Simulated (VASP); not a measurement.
Runs of VASP 6.6.1 on C. Symmetry: P6_3/mmc, No. 194, hexagonal system. The conventional cell has a = 2.465 Å, b = 2.465 Å, c = 6.560 Å, α = 90.00°, β = 90.00°, γ = 120.00°. C (site symmetry -6m2) has 3 C at 1.42 Å as nearest neighbours. C (site symmetry -6m2) is surrounded by 3 C at 1.42 Å. 

```tsv
task	level	cell	cutoff (eV)	gap on the mesh (eV)	pressure (GPa)	relaxed volume (Å³/atom)
band structure	rev-vdW-DF2	P6_3/mmc, 8.63 Å³/atom	520	-	(a)	-
relaxation of cell and atoms	PBE	relaxed	600	none	0.1	10.28
relaxation of cell and atoms	rev-vdW-DF2	relaxed	600	none	0.1	8.61
band structure	PBE	P6_3/mmc, 10.3 Å³/atom	520	-	0.4	-
```

Alike in all rows: potentials or basis VASP PAW PBE potentials, release 64 (C); no spin polarisation; k mesh 12 × 12 × 4; smearing gaussian 0.03 eV.

Question: Fill in the values left out.

Answer: (a) 0.5.

Caveats: the PAW data sets were made with another functional, which shifts forces and pressure a little (some runs); this functional lacks dispersion, which binds the layers, so the pressure and a relaxed spacing across them are unreliable (some runs); the volume moved by over 15 % at a fixed basis, so the end points are rough (some runs).

A gap of «none» marks a metal or a gap under the smearing width.
